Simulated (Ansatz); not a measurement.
# Sr: the cost of one run

Computed with Ansatz 0.2.0 (DFT PBE, scalar-relativistic, plane waves, PAW, unless a step's input says otherwise).

The COD cell was measured well above room temperature, so it is larger than a cold one.

1 further run of the same task is left out (set aside as unsound or not needed).

## Step 1: The structure to begin with

The structure is cubic, space group Im-3m (No. 229). Conventional cell: a = 4.850 Å, b = 4.850 Å, c = 4.850 Å, α = 90.00°, β = 90.00°, γ = 90.00°. Around Sr (site symmetry m-3m) lie 8 Sr at 4.20 Å.

Coordinates:

```
CELL_PARAMETERS angstrom
-2.42500 2.42500 2.42500
2.42500 -2.42500 2.42500
2.42500 2.42500 -2.42500
ATOMIC_POSITIONS crystal
Sr 0.00000 0.00000 0.00000
```

The structure comes from the Crystallography Open Database.

## Step 2: A distortion that keeps the symmetry

The change: strain xx, yy, zz, yz, xz, xy = +4.1, +4.1, +4.1, +0.0, +0.0, +0.0 %.

input.yaml reads:

```yaml
crystal:
  lattice:
    - [-2.5253465, 2.5253465, 2.5253465]
    - [2.5253465, -2.5253465, 2.5253465]
    - [2.5253465, 2.5253465, -2.5253465]
  atoms:
    - { symbol: Sr, position: [0.0, 0.0, 0.0] }
basis:
  ecutwfc: 420
kpoints:
  mp_grid: { grid: [12, 12, 12] }
hamiltonian:
  xc: pbe
scf:
  occupations: { method: gaussian, width: 0.1 }
output:
  forces: true
  stress: true
  eigenvalues: true
```

Launch:

```bash
ansatz run input.yaml --threads 1 --pin off --max-ram 1331MiB --backend cpu --events-out ev --progress --plain --runs-dir out
```

Q: Estimate wall time and peak memory on 1 thread of an Arm CPU, shared host.

About 1.8 s, with a peak of 0.31 GiB.
